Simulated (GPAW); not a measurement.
Crystal: Sb.

```
Sb
1.0
     2.15420    1.24373    3.75800
    -2.15420    1.24373    3.75800
     0.00000   -2.48746    3.75800
Sb
2
Cartesian
  0.0000 0.0000 8.6416
  0.0000 0.0000 2.6324
```

| Item | Value |
| --- | --- |
| Program | GPAW 26.7.0 |
| Task | relaxation of cell and atoms |
| Functional | PBEsol |
| Dispersion | D3 |
| Potentials or basis | PAW data sets generated in the run's folder for this functional |
| Cutoff | 600 eV |
| Basis | pw |
| k mesh | 6 × 6 × 6 |
| Occupations | fermi-dirac, width 0.05 eV |
| Spin | no spin polarisation |

At the start: pressure -1.1 GPa; volume 30.21 Å³/atom.

Q: Where does the relaxation end?

A: Over 9 steps the energy falls by 3.5 meV/atom and the volume is 29.36 Å³/atom (-2.8 %); space group R-3m (No. 166, to 0.05 Å).

Step by step:
```
step  energy change (eV)  largest force (eV/Å)  pressure (GPa)  volume (Å³)
   1              0.0000                0.0182           -1.15        60.41
   2             -0.0018                0.0091           -0.88        60.13
   3             -0.0045                0.0920            0.03        59.18
   4             -0.0048                0.0870            0.07        59.09
   5             -0.0066                0.0059            0.16        58.58
   6             -0.0068                0.0124            0.07        58.62
   7             -0.0068                0.0203            0.00        58.67
   8             -0.0069                0.0223           -0.05        58.70
   9             -0.0070                0.0157           -0.07        58.73
```

Final structure:
```cif
data_structure
_symmetry_space_group_name_H-M 'P 1'
_symmetry_Int_Tables_number 1
_cell_length_a 4.4345
_cell_length_b 4.4345
_cell_length_c 4.4345
_cell_angle_alpha 57.925
_cell_angle_beta 57.925
_cell_angle_gamma 57.925
_cell_volume 58.73
loop_
_atom_site_label
_atom_site_type_symbol
_atom_site_fract_x
_atom_site_fract_y
_atom_site_fract_z
_atom_site_occupancy
Sb1 Sb 0.76504 0.76504 0.76504 1
Sb2 Sb 0.23496 0.23496 0.23496 1
```

Caveat: later steps reuse the first step's grids; pairwise dispersion overbinds metals, which lowers pressure and volume.
